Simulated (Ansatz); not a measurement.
# RbBr (Fm-3m): thermal expansion from first principles, part 2 of 3

Wanted: α(T), C_P(T) and B(T) of RbBr in the quasi-harmonic approximation.

Experimental results on record:
- volume expansion coefficient 117 1e-6/K near room temperature (given in “Descriptors for thermal expansion in solids”, 2017, arXiv:1701.03966)

Ansatz 0.2.0; DFT RPBE, scalar-relativistic, plane waves, PAW.

So far. Step 2 (Probe on a coarse mesh): The start is under 2.3 GPa at this level and looks like an insulator or semiconductor on this mesh.

The database entry behind the starting cell differs from later determinations by our own check (about 0.5 % short), so it need not match the best structure at ambient conditions.

## 4. A second relaxation

The relaxation is run once more from where the first one ended, as the script does after a large change of volume or of the gap, with mesh and occupations reviewed.

input.yaml

```yaml
crystal:
  lattice:
    - [0.0, 3.6305080767, 3.6305080767]
    - [3.6305080767, 0.0, 3.6305080767]
    - [3.6305080767, 3.6305080767, 0.0]
  atoms:
    - { symbol: Rb, position: [0.0, 0.0, 0.0] }
    - { symbol: Br, position: [0.5, 0.5, 0.5] }
kpoints:
  mp_grid: { grid: [6, 6, 6] }
hamiltonian:
  xc: rpbe
scf:
  occupations: { method: gaussian, width: 0.02 }
output:
  forces: true
  stress: true
  eigenvalues: true
  write_density: true
  write_potential: true
  elf: true
  volumetric_format: npy
relax:
  adjacent_minimum: "off"
  f_tol: 0.005
  max_steps: 80
  cell: { stress_tol: 0.05 }
```

Run with:

```console
$ ansatz run input.yaml --threads 4 --pin off --max-ram 8192MiB --backend cpu --events-out ev --progress --plain --runs-dir out
```

Numbers of over 12 decimals in the logs are rounded to 6 here.

The log of the run:

```text
[...]
Crystal: 2 atoms, lattice volume = 95.704 Å³
Basis set: ecut = 420 eV, 1893 PW (Γ), exchange–correlation on 72×72×72 points (8 copies of the dense FFT grid, shifted against one another)
Bands: 12, of which v1, the nominal top of the filled ones, is band 8 counted from 1 (7 counted from 0)
Symmetry: 48 space group operations
[...]
k-points: 16 of 216
[...]
SCF iter   1: F=—  HF=-6067.182008 eV  |F-HF|=—  |Δ(HF+E_count)|=         —  Δρ=1.67e-3  dr2=3.56e-3  ethr=1.77e-3  ⟨swp⟩=8.1  Hψ=1416  notcnv=0
[...]
SCF iter   6: F=-6067.181949 eV  HF=-6067.181949 eV  |F-HF|=2.56e-10  |Δ(HF+E_count)|=   9.11e-8  Δρ=1.45e-6  dr2=7.96e-10  ethr=1.02e-10  ⟨swp⟩=7.1  Hψ=1264  notcnv=0
SCF 1 converged in 6 iterations: F = -6067.181949 eV  dr2 = 7.96e-10
[...]
relax step   1: F+E_penalty+E_count = -6067.18194888 eV  Δ(F+E_penalty+E_count) = +0.000e0 eV  max|allowed force component| = 1.131e-29 eV/Å  Δτ_max = 0.0000 Å  P = -0.027 GPa  Ω = 95.704 Å³  (6 SCF iters, dr2 threshold 1.00e-7 eV, accepted)
[...]
SCF iter   5: F=-6067.181949 eV  HF=-6067.181949 eV  |F-HF|=9.09e-13  |Δ(HF+E_count)|=  2.36e-11  Δρ=1.19e-7  dr2=4.53e-12  ethr=1.00e-12  ⟨swp⟩=6.7  Hψ=963  notcnv=0
SCF 2 converged in 5 iterations: F = -6067.181949 eV  dr2 = 4.53e-12
relax step   2: F+E_penalty+E_count = -6067.18194888 eV  Δ(F+E_penalty+E_count) = -1.928e-10 eV  max|allowed force component| = 7.100e-30 eV/Å  Δτ_max = 0.0000 Å  P = -0.027 GPa  Ω = 95.704 Å³  stress off target by 2.70e-2 GPa  SCF on the basis re-selected at this cell (its energy is not comparable with the rows above)  (5 SCF iters)
[...]
SCF converged after 5 iterations
Free energy (F): -6067.181949 eV
[...]
Internal energy: -6067.181949 eV  (E = F + TS)
E sigma→0 (E₀):  -6067.181949 eV
Fermi energy:    2.443188 eV
[...]
--- Stress (GPa, compression-positive) ---
       -0.027023       0.000000      -0.000000
        0.000000      -0.027023      -0.000000
       -0.000000      -0.000000      -0.027023
  P = ⅓ Tr σ = -0.0270 GPa (-0.270 kbar)
--- Band table (eV; the first three rows and the last of 16) ---
  k-point 0: bands = [... 4 lower, -8.6311, 0.3139, 0.3139, 0.3139, 4.5724, 7.6712, 7.6712, 7.6712]
  k-point 1: bands = [... 4 lower, -8.6265, 0.1100, 0.2571, 0.2571, 5.0901, 7.5403, 7.9428, 7.9428]
  k-point 2: bands = [... 4 lower, -8.6174, -0.2273, 0.1485, 0.1485, 6.2325, 7.5233, 8.6909, 8.6909]
  k-point 15: bands = [... 4 lower, -8.6350, -0.0240, 0.0333, 0.1017, 6.8105, 7.6827, 8.0916, 8.7349]
--- Relaxed structure (1 steps of the walk, 1 accepted, 1 SCFs on fresh bases) ---
[...]
cell:  # Å, volume = 95.7045 Å³
    - [0.0, 3.6305080767, 3.6305080767]
    - [3.6305080767, 0.0, 3.6305080767]
    - [3.6305080767, 3.6305080767, 0.0]
  atoms:
    - { symbol: Rb, position: [0.0, 0.0, 0.0] }
    - { symbol: Br, position: [0.5, 0.5, 0.5] }
```

The job ended after 0.79 s (4 threads of Intel Xeon Platinum 8488C (Sapphire Rapids), shared host; peak memory 0.4 GiB).

Little changed from the start: no atom moved by 0.005 Å and no cell edge by 0.1 %.

Electrostatic potential energy in the ac plane of the conventional cell at fractional y = 0.000, with atoms of Rb and Br within 0.2 Å of it. With pseudopotentials it is smooth inside the atoms' cores, unlike the true potential.

Ten even steps from '_' (-84 eV) to '@' (6 eV), each cell a mean:
```
__..##@@@@@@@@%%==....::##@@@@@@@@%%==__
--++%%@@@@@@@@@@##====**@@@@@@@@@@@@##==
%%%%@@@@@@@@@@@@@@%%%%@@@@@@@@@@@@@@@@%%
@@@@@@@@@@@@@@@@@@@@@@@@@@@@@@@@@@@@@@@@
@@@@@@@@@@@@@@@@@@@@@@@@@@@@@@@@@@@@@@@@
@@@@@@@@@@@@@@@@@@@@@@@@@@@@@@@@@@@@@@@@
@@@@@@@@@@@@@@@@@@@@@@@@@@@@@@@@@@@@@@@@
##%%@@@@@@@@@@@@%%##**##@@@@@@@@@@@@@@##
::==%%@@@@@@@@%%++..__--##@@@@@@@@@@**::
..::##@@@@@@@@%%--______**@@@@@@@@%%==..
..::##@@@@@@@@%%==____..##@@@@@@@@%%==..
==**@@@@@@@@@@@@##==--++%%@@@@@@@@@@##==
%%@@@@@@@@@@@@@@@@%%%%%%@@@@@@@@@@@@@@%%
@@@@@@@@@@@@@@@@@@@@@@@@@@@@@@@@@@@@@@@@
@@@@@@@@@@@@@@@@@@@@@@@@@@@@@@@@@@@@@@@@
@@@@@@@@@@@@@@@@@@@@@@@@@@@@@@@@@@@@@@@@
@@@@@@@@@@@@@@@@@@@@@@@@@@@@@@@@@@@@@@@@
**##@@@@@@@@@@@@@@####%%@@@@@@@@@@@@%%##
__--##@@@@@@@@@@**::::==%%@@@@@@@@%%++..
____**@@@@@@@@%%==....::##@@@@@@@@%%--__
```
Columns run along a (7.3 Å; values clipped at the 3rd and 97th percentile), rows up along c (7.3 Å), edges of the conventional cell, whose origin can differ from the input's. Atoms in or near the plane, at fractional coordinates: Rb at (0.00, 0.00), Rb at (0.50, 0.50), Br at (0.50, 0.00), Br at (0.00, 0.50).

ELF in the ac plane of the conventional cell at fractional y = 0.000, with atoms of Rb and Br within 0.2 Å of it. It is the smooth field of the valence electrons, not physical close to the nuclei.

Values, 11 rows by 16 columns, each cell a mean:
```
0.59 0.84 0.67 0.11 0.27 0.76 0.84 0.49 0.38 0.77 0.83 0.49 0.06 0.45 0.83 0.68
0.67 0.55 0.24 0.02 0.16 0.56 0.75 0.82 0.83 0.79 0.66 0.30 0.03 0.14 0.46 0.64
0.12 0.10 0.06 0.02 0.02 0.11 0.19 0.23 0.24 0.21 0.14 0.04 0.01 0.04 0.08 0.12
0.75 0.70 0.55 0.24 0.02 0.06 0.28 0.45 0.48 0.36 0.14 0.02 0.11 0.45 0.66 0.74
0.58 0.81 0.80 0.46 0.05 0.38 0.81 0.80 0.74 0.84 0.60 0.09 0.25 0.73 0.85 0.68
0.08 0.65 0.84 0.51 0.07 0.52 0.84 0.48 0.29 0.79 0.73 0.14 0.28 0.78 0.81 0.22
0.76 0.85 0.77 0.42 0.04 0.31 0.74 0.83 0.83 0.81 0.50 0.06 0.23 0.69 0.84 0.79
0.60 0.55 0.41 0.15 0.01 0.03 0.14 0.26 0.28 0.19 0.06 0.01 0.08 0.33 0.51 0.59
0.14 0.09 0.03 0.01 0.04 0.20 0.34 0.41 0.42 0.37 0.27 0.09 0.01 0.02 0.06 0.12
0.80 0.71 0.38 0.05 0.19 0.64 0.81 0.85 0.84 0.83 0.73 0.37 0.03 0.21 0.63 0.79
0.41 0.80 0.70 0.13 0.28 0.77 0.82 0.33 0.19 0.69 0.84 0.50 0.06 0.50 0.85 0.58
```
Columns run along a (7.3 Å), rows up along c (7.3 Å), edges of the conventional cell, whose origin can differ from the input's. Atoms in or near the plane, at fractional coordinates: Rb at (0.00, 0.00), Rb at (0.50, 0.50), Br at (0.50, 0.00), Br at (0.00, 0.50).

Valence density in the ac plane of the conventional cell at fractional y = 0.000, with atoms of Rb and Br within 0.2 Å of it. It is the smooth field of the valence electrons, not physical close to the nuclei.

Values in e/Å³, 11 rows by 16 columns, each cell a mean:
```
1.8 1.4 0.4 0.1 0.1 0.3 0.8 1.0 0.8 1.0 0.4 0.1 0.0 0.2 1.0 1.8
0.5 0.3 0.1 0.0 0.0 0.1 0.2 0.5 0.5 0.3 0.1 0.0 0.0 0.0 0.2 0.5
0.1 0.0 0.0 0.0 0.0 0.0 0.0 0.1 0.1 0.1 0.0 0.0 0.0 0.0 0.0 0.1
0.3 0.2 0.1 0.0 0.0 0.0 0.1 0.2 0.3 0.1 0.0 0.0 0.0 0.1 0.2 0.3
1.0 0.9 0.3 0.1 0.0 0.2 0.8 1.6 1.7 1.1 0.3 0.1 0.1 0.2 0.7 1.0
0.4 1.0 0.5 0.1 0.1 0.3 1.3 1.9 1.6 1.7 0.5 0.1 0.1 0.3 1.0 0.7
0.9 0.7 0.3 0.1 0.0 0.1 0.5 1.2 1.4 0.8 0.2 0.0 0.0 0.2 0.5 0.9
0.2 0.1 0.1 0.0 0.0 0.0 0.1 0.1 0.1 0.1 0.0 0.0 0.0 0.0 0.1 0.2
0.1 0.0 0.0 0.0 0.0 0.0 0.1 0.1 0.1 0.1 0.0 0.0 0.0 0.0 0.0 0.1
0.9 0.5 0.1 0.0 0.0 0.1 0.4 0.7 0.7 0.5 0.2 0.1 0.0 0.1 0.3 0.8
1.7 1.6 0.5 0.1 0.1 0.3 0.9 0.8 0.6 1.0 0.5 0.1 0.1 0.2 1.2 1.9
```
Columns run along a (7.3 Å), rows up along c (7.3 Å), edges of the conventional cell, whose origin can differ from the input's. Atoms in or near the plane, at fractional coordinates: Rb at (0.00, 0.00), Rb at (0.50, 0.50), Br at (0.50, 0.00), Br at (0.00, 0.50).

## 5. Tight relaxation

The relaxation is repeated with tighter thresholds on force and stress, since phonons are sensitive to what is left; a change of mesh or smearing in the input moves the cell too.

input.yaml, the sections that differ from step 4:

```yaml
scf:
  occupations: { method: fixed }
output:
  forces: true
  stress: true
  eigenvalues: true
relax:
  adjacent_minimum: "off"
  f_tol: 0.001
  max_steps: 60
  cell: { stress_tol: 0.01 }
# crystal, kpoints, hamiltonian: as in step 4
```

The log of the run:

```text
[...]
Crystal: 2 atoms, lattice volume = 95.704 Å³
Basis set: ecut = 420 eV, 1893 PW (Γ), exchange–correlation on 72×72×72 points (8 copies of the dense FFT grid, shifted against one another)
Bands: 12, of which v1, the nominal top of the filled ones, is band 8 counted from 1 (7 counted from 0)
Symmetry: 48 space group operations
[...]
k-points: 16 of 216
[...]
k-point 15: bands = [... 4 lower, -8.6114, -0.0090, 0.0477, 0.1170, 6.8289, 7.7114, 8.1166, 8.7629]
--- Relaxed structure (3 steps of the walk, 3 accepted, 1 SCFs on fresh bases) ---
[...]
cell:  # Å, volume = 95.4173 Å³
    - [0, 3.626873, 3.626873]
    - [3.626873, 0, 3.626873]
    - [3.626873, 3.626873, 0]
  atoms:
    - { symbol: Rb, position: [0, 0, 0] }
    - { symbol: Br, position: [0.5, 0.5, 0.5] }
[key lines of the parts left out:]
SCF converged after 8 iterations
Free energy (F): -6067.181972 eV
Fermi energy:    0.329994 eV
P = ⅓ Tr σ = 0.0001 GPa (0.001 kbar)
```

It took 1.3 s on 4 threads; peak memory 0.41 GiB.

Step by step:

```csv
step,energy less that of the first step (eV),largest force component (eV/Å),pressure (GPa),volume (Å³)
1,0.0000,0.0000,-0.03,95.70
2,0.0000,0.0000,-0.02,95.62
3,0.0000,0.0000,0.00,95.42
4*,0.0000,0.0000,0.00,95.42
```

Relaxation steps marked * repeat the geometry before them on a plane-wave basis chosen anew for their cell, so energy and pressure can jump there.

Forces are held to the 48 operations that the run works with; a distortion that breaks them can't arise in this run.

```csv
"conventional cell, symmetrised",before,after,change
a (Å),7.261,7.254,-0.1 %
b (Å),7.261,7.254,-0.1 %
c (Å),7.261,7.254,-0.1 %
volume (Å³/atom),47.85,47.71,-0.3 %
```

The relaxed structure:

```xyz
2
Lattice="0.0000 3.6269 3.6269 3.6269 0.0000 3.6269 3.6269 3.6269 0.0000" Properties=species:S:1:pos:R:3 pbc="T T T"
Rb    0.0000    0.0000    0.0000
Br    3.6269    3.6269    3.6269
```

Numbers from this step:

* pressure: 1.40e-4 GPa
* gap on the k-mesh: 4.266 eV
* volume per atom: 47.71 Å³

The residual pressure is 1.4e-4 GPa, small enough for phonons.

## 6. An input with a fault

This input was changed on purpose, to see how the program answers.

input.yaml

```yaml
crystal:
  lattice:
    - [0.0, 3.6268734518, 3.6268734518]
    - [3.6268734518, 0.0, 3.6268734518]
    - [3.6268734518, 3.6268734518, 0.0]
  atoms:
    - { symbol: Rb, position: [0.0, 0.0, 0.0] }
    - { symbol: Br, position: [0.5, 0.5, 0.5] }
kpoints:
  mp_grid: { grid: [6, 6, 6] }
hamiltonian:
  xc: rpbe
scf:
  occupations: { method: fixed }
  max_iter: 60
output:
  eigenvalues: true
phonons:
  supercell: [2, 2, 2]
  qmesh: [2, 2, 2]
  thermal_expansion: {}
```

The log of the run:

```text
Error: invalid value for `phonons.qmesh`: set beside supercell — each asks for the run's force constants: supercell solves them in one diagonal repeat, and qmesh at the wavevectors of a mesh, each in its own smallest supercell; remove one of the two (the mesh that the density of states and the thermodynamic sums are integrated on is interpolated_qmesh)
```

The job ended after 0.03 s (4 threads; peak memory 0.042 GiB; 0.03 s of CPU time).

The program refused the input before any cycle.

The program's message: “Error: invalid value for `phonons.qmesh`: set beside supercell — each asks for the run's force constants: supercell solves them in one diagonal repeat, and qmesh at the wavevectors of a mesh, each in …”

The fault put into the input: a supercell and a q mesh together.

[end of part 2 of 3]

[Logs are printed without paths, hosts, clocks, repeated set-up lines and the standing remarks that a program may print on its own settings, such as how far it seeks lower states.]

[Hosts, paths, dates, database ids (printed as entryN), source tags and the programs' standing remarks are cut or masked in the printed files.]

[A step with changed settings may run another functional than the one named; its input shows which.]

[Pressures of single members of a volume series are the stress at the run's cutoff; with an incomplete basis they can lie off −dE/dV of the same runs, and they are not shown converged.]
